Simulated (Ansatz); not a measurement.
The system is Sb.

```xyz
1
Lattice="-1.5765 1.5765 2.7119 1.5765 -1.5765 2.7119 1.5765 1.5765 -2.7119" Properties=species:S:1:pos:R:3 pbc="T T T"
Sb    0.0000    0.0000    0.0000
```

This isn't the form of Sb at room conditions, which is rhombohedral.

Program: Ansatz 0.2.0. Alike in all runs: potentials or basis Ansatz PAW; cell as given; cutoff (eV) 420. Hardware: 2 threads of Arm Neoverse V1, on a shared host.

Q: Order these runs on this cell by their wall time, lowest first.
A. task band structure; level BLYP; spin off; k mesh 12 × 12 × 12; smearing fermi-dirac 0.05 eV; points for each segment of the path 14
B. task single point; level PBE; spin off; k mesh 12 × 12 × 12; smearing gaussian 0.024 eV
C. task band structure; level PBEsol; spin SOC, no magnetisation; k mesh 9 × 9 × 9; smearing fermi-dirac 0.05 eV; points for each segment of the path 14

A: B (1.6 s), A (3.3 s), C (15 s).
